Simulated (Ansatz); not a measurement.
# Relaxation of HW4S8

All numbers below come from DFT PBE, scalar-relativistic, plane waves, PAW (Ansatz). Settings: 420 eV cutoff, 3×3×3 k-mesh, Gaussian smearing of 0.02 eV, no spin polarisation.

What was changed: H interstitial, charge +1, atoms relaxed.

Spin–orbit coupling is left out, which can shift energies with elements as heavy as these.

In a supercell of 13 atoms the defect feels its periodic images.

Spin polarisation was left out.

Command:

```bash
ansatz run input.yaml --threads 4 --pin off --max-ram 10240MiB --backend cpu --events-out ev --progress --plain --runs-dir out
```

Input:

```yaml
crystal:
  lattice:
    - [3.187747423, 5.5213404984, 0.0]
    - [6.375494846, 0.0, 0.0]
    - [3.187747423, 1.8404468328, -7.4744429926]
  atoms:
    - { symbol: W, position: [0.0006774473, 0.0006774473, 0.9979676581] }
    - { symbol: W, position: [0.0006774473, 0.5006774473, 0.9979676581] }
    - { symbol: W, position: [0.5006774473, 0.0006774473, 0.9979676581] }
    - { symbol: W, position: [0.5006774473, 0.5006774473, 0.9979676581] }
    - { symbol: S, position: [0.4040743331, 0.4040743331, 0.7877770007] }
    - { symbol: S, position: [0.4040743331, 0.9040743331, 0.7877770007] }
    - { symbol: S, position: [0.9040743331, 0.4040743331, 0.7877770007] }
    - { symbol: S, position: [0.9040743331, 0.9040743331, 0.7877770007] }
    - { symbol: S, position: [0.2639482196, 0.2639482196, 0.2081553412] }
    - { symbol: S, position: [0.2639482196, 0.7639482196, 0.2081553412] }
    - { symbol: S, position: [0.7639482196, 0.2639482196, 0.2081553412] }
    - { symbol: S, position: [0.7639482196, 0.7639482196, 0.2081553412] }
    - { symbol: H, position: [0.8232785666, 0.8377271278, 0.5043602131] }
total_charge: 1
basis:
  ecutwfc: 420
  xc_grid: 2
kpoints:
  mp_grid: { grid: [3, 3, 3], shift: [0.0, 0.0, 0.0] }
hamiltonian:
  xc: pbe
scf:
  occupations: { method: gaussian, width: 0.02 }
output:
  forces: true
  stress: false
  eigenvalues: true
relax:
  adjacent_minimum: "off"
  f_tol: 0.02
  max_steps: 60
```

F is the free energy.

Steps:

| step | F − F(1) (eV) | largest force component (eV/Å) |
| --- | --- | --- |
| 1 | 0.0000 | 0.407 |
| 2 | -0.1134 | 0.692 |
| 3 | -0.2974 | 0.960 |
| 4 | -0.5220 | 1.089 |
| 5 | -0.7627 | 1.045 |
| 6 | -0.9982 | 0.816 |
| 7 | -1.2979 | 1.235 |
| 8 | -1.5867 | 1.113 |
| 9 | -1.6946 | 1.732 |
| 10 | -1.8761 | 0.788 |
| 11 | -2.0159 | 0.650 |
| 12 | -2.1394 | 0.624 |
| 13 | -2.2254 | 0.336 |
| 14 | -2.2667 | 0.092 |
| 15 | -2.2706 | 0.008 |
| 16 | -2.2706 | 0.008 |

Relaxed structure:

```
CELL_PARAMETERS angstrom
3.18775 5.52134 0.00000
6.37549 0.00000 0.00000
3.18775 1.84045 -7.47444
ATOMIC_POSITIONS crystal
W 0.02106 0.99562 0.98793
W 0.02844 0.49130 0.98920
W 0.53276 0.99559 0.98805
W 0.53276 0.48383 0.98805
S 0.43068 0.39643 0.77671
S 0.42762 0.89015 0.79232
S 0.93354 0.39647 0.77667
S 0.93354 0.89356 0.77667
S 0.29181 0.25392 0.20060
S 0.29368 0.75657 0.19342
S 0.79110 0.25385 0.20056
S 0.79109 0.75473 0.20056
H 0.48999 0.95050 0.60922
```

It takes space group Cm (No. 8, monoclinic). Conventional cell: a = 11.043 Å, b = 6.375 Å, c = 8.332 Å, α = 90.00°, β = 116.22°, γ = 90.00°. Around W (site symmetry m) lie 6 S at 2.39 to 2.43 Å. W (site symmetry m) is surrounded by 6 S at 2.42 to 2.43 Å. W (site symmetry 1) has 6 S at 2.38 to 2.43 Å as nearest neighbours. S (site symmetry m) has 3 W at 2.41 to 2.42 Å as nearest neighbours. S (site symmetry m) is surrounded by 1 H at 1.37 Å. S (site symmetry 1) is surrounded by 3 W at 2.41 to 2.42 Å. S (site symmetry m) has 3 W at 2.41 to 2.43 Å as nearest neighbours. S (site symmetry m) has 3 W at 2.43 Å as nearest neighbours.

The run converged. It took 2.2 min on 4 threads of Arm Neoverse V1 (shared host), peak memory 0.85 GiB.